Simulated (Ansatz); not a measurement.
TiC: an elastic constant from a strain scan

Method: Ansatz, DFT PBEsol, scalar-relativistic, plane waves, PAW. Settings: plane waves to 420 eV, k-mesh 24×24×24 (Γ-centred), Gaussian smearing 0.15 eV. No spin polarisation. Energies are free energies at this smearing, counted from the undisturbed cell; pressure is positive in compression.

Reference structure (relaxed at this level):

```
Ti C
1.0
     0.00000    2.14669    2.14669
     2.14669    0.00000    2.14669
     2.14669    2.14669    0.00000
Ti C
1 1
Direct
  0.00000 0.00000 0.00000
  0.50000 0.50000 0.50000
```

The cell is strained by ε times the Voigt pattern (0, 0, 0, 1, 0, 0) (xx, yy, zz, yz, xz, xy; engineering shear) with fractional coordinates fixed. The cell holds 2 atoms in V0 = 19.78 Å³. The stress column is τ = (1/V0) dE/dε, got from the stress tensor σ (compression positive) at each point as −det(1 + εP) σ : P(1 + εP)⁻¹, with P the pattern as a tensor.

| ε | ΔE (meV/atom) | τ (GPa) |
| --- | --- | --- |
| -0.0525 | 14.725 | -9.110 |
| -0.0450 | 10.811 | -7.804 |
| -0.0375 | 7.498 | -6.496 |
| -0.0300 | 4.794 | -5.189 |
| -0.0225 | 2.692 | -3.885 |
| -0.0150 | 1.196 | -2.586 |
| -0.0075 | 0.296 | -1.291 |
| 0.0000 | 0.000 | 0.000 |
| 0.0075 | 0.296 | 1.291 |
| 0.0150 | 1.196 | 2.586 |
| 0.0225 | 2.692 | 3.885 |
| 0.0300 | 4.794 | 5.189 |
| 0.0375 | 7.498 | 6.496 |
| 0.0450 | 10.811 | 7.804 |
| 0.0525 | 14.725 | 9.110 |
| 0.0600 | ? | ? |

Q: Which combination of elastic constants does this scan measure, and how large is it?

A: For small ε, τ = τ0 + Kε with K = pᵀCp, which for this pattern is C44 in the cubic axes. The parabola through τ at ε = -0.0075, 0 and 0.0075 has slope K = 172 GPa at zero. The energies per cell, E = NΔE, of the same two points give K = 2[E(ε₊)/ε₊ − E(ε₋)/ε₋]/[(ε₊ − ε₋)V0] = 171 GPa, in agreement.

Q: Predict the withheld row at ε = 0.0600 from the harmonic law, and compare.

A: ΔE = V0(τ0 ε + Kε²/2)/N = 19.138 meV/atom and τ = 10.33 GPa. The calculation gives 19.247 meV/atom and 10.41 GPa, a miss of 0.6 % of the harmonic energy, so the harmonic law still holds here.

In a metal these slopes depend on the k mesh and the smearing.